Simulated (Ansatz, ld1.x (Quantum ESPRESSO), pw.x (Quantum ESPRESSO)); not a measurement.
## Equation-of-state test of one TM potential (Mg)

- Element: Mg
- Generator: ld1.x (Quantum ESPRESSO) 7.5
- Type: norm-conserving Troullier–Martins (Kleinman–Bylander form)
- Functional: PBE
- Relativity: scalar-relativistic
- Frozen core: [Ne]
- Valence charge: 2
- Reference configuration: 3s1.5 3p0.5
- Partial waves: 3p (bound): rc 2.40 bohr; 3s (bound): rc 1.95 bohr
- Local potential: the s channel
- Core correction: Bessel-smoothed model core inside 1.65 bohr

Atomic tests: cutoffs needed: 6 Ry and 18 Ry (the cutoffs (Ry, on a coarse ladder) from which the occupation-weighted sum of valence levels, in a spherical-Bessel basis at the reference potential, stays within 10 and 1 mRy of its value at 400 Ry); ghost test: no extra level below or beside the all-electron valence levels (p, s, d, f tested) (spherical-Bessel basis up to 400 Ry, 20 bohr box); largest excitation error: +48 meV (all-electron minus pseudo) for 3s0 3p1, out of 6 test configurations.

Crystal test: diamond Mg in pw.x 7.5, no spin, 8³ k-points, Fermi–Dirac smearing 0.01 Ry, cutoffs 50/200 Ry. The reference is all-electron LAPW (Ansatz 0.2.0) with the same functional, mesh and smearing; V0 and B0 come from Birch–Murnaghan fits to the pressures at five volumes. Errors are pseudo minus all-electron; Δ is the rms difference of the E(V) curves that follow from these fits, minima aligned, over ±6 % about the mean V0. Mesh and smearing are coarse, so the numbers serve the comparison and aren't converged zero-temperature values; the lattice is a test structure that the element need not adopt.

All-electron: a0 = 6.869 Å (V0 = 40.52 Å³/atom), B0 = 10.6 GPa.

How far does the potential miss the all-electron equation of state?

mean pressure error (GPa): +0.02; a0 (Å): 6.873; a0 error (%): +0.05; B0 error (%): +0.9; Δ (meV/atom): 0.1.

```tsv
V (Å³/atom)	P all-electron (GPa)	P pseudo (GPa)
38.538	0.59	0.61
39.552	0.27	0.29
40.566	-0.01	0.00
41.580	-0.26	-0.25
42.594	-0.48	-0.47
```

At the middle volume, how do free energy and pressure move when the wave cutoff is lowered (ecutrho kept at four times it)?

```tsv
cutoff (Ry)	shift of F (meV/atom)	shift of P (GPa)
22	+3.6	-0.05
30	+0.7	-0.00
40	+0.3	-0.00
```

Input at the middle volume:

```
&control
  calculation='scf', prefix='x', pseudo_dir='./', outdir='./tmp', tstress=.true., disk_io='none'
/
&system
  ibrav=0, nat=2, ntyp=1, ecutwfc=50, ecutrho=200, nbnd=9,
  occupations='smearing', smearing='fd', degauss=0.01
/
&electrons
  conv_thr=1e-09, mixing_beta=0.4, electron_maxstep=70
/
ATOMIC_SPECIES
Mg 1.0 Mg.UPF
CELL_PARAMETERS angstrom
  0.00000000 3.43600718 3.43600718
  3.43600718 0.00000000 3.43600718
  3.43600718 3.43600718 0.00000000
ATOMIC_POSITIONS crystal
Mg 0.0000 0.0000 0.0000
Mg 0.2500 0.2500 0.2500
K_POINTS automatic
8 8 8 0 0 0
```

```bash
pw.x < Mg.scf.in > Mg.scf.out
```

Lines of the output:

```
Message from routine setup:
     using ibrav=0 with symmetry is DISCOURAGED, use correct ibrav instead
     lattice parameter (alat)  =       9.1826  a.u.
     unit-cell volume          =     547.5059 (a.u.)^3
     number of electrons       =         4.00
     number of Kohn-Sham states=            9
     kinetic-energy cutoff     =      50.0000  Ry
     charge density cutoff     =     200.0000  Ry
     scf convergence threshold =      1.0E-09
     Exchange-correlation= PBE
     number of k points=    29  Fermi-Dirac smearing, width (Ry)=  0.0100
     iteration #  1     ecut=    50.00 Ry     beta= 0.40
     total energy              =      -9.13715641 Ry
     estimated scf accuracy    <       0.00199887 Ry
     iteration #  2     ecut=    50.00 Ry     beta= 0.40
     total energy              =      -9.13739408 Ry
     estimated scf accuracy    <       0.00078788 Ry
     iteration #  3     ecut=    50.00 Ry     beta= 0.40
     total energy              =      -9.13742260 Ry
     estimated scf accuracy    <       0.00000383 Ry
     iteration #  4     ecut=    50.00 Ry     beta= 0.40
     c_bands:  1 eigenvalues not converged
     total energy              =      -9.13743043 Ry
     estimated scf accuracy    <       0.00000044 Ry
     iteration #  5     ecut=    50.00 Ry     beta= 0.40
     total energy              =      -9.13743047 Ry
     estimated scf accuracy    <          5.5E-09 Ry
     iteration #  6     ecut=    50.00 Ry     beta= 0.40
     the Fermi energy is     0.6563 ev
!    total energy              =      -9.13743047 Ry
     estimated scf accuracy    <          1.4E-10 Ry
     smearing contrib. (-TS)   =      -0.00564027 Ry
     The total energy is F=E-TS. E is the sum of the following terms:
     one-electron contribution =       1.41663046 Ry
     hartree contribution      =       0.11816271 Ry
     xc contribution           =      -7.34811441 Ry
     ewald contribution        =      -3.31846896 Ry
     convergence has been achieved in   6 iterations
          total   stress  (Ry/bohr**3)                   (kbar)     P=        0.03
     Message from routine punch:
     Nothing written, as per user request (disk_io='none')
```

The run at the middle volume (29 k-points, 6 iterations) took about 11 s on one core of a shared host (Neoverse-V2, 96 threads, 742 GiB, load 32).
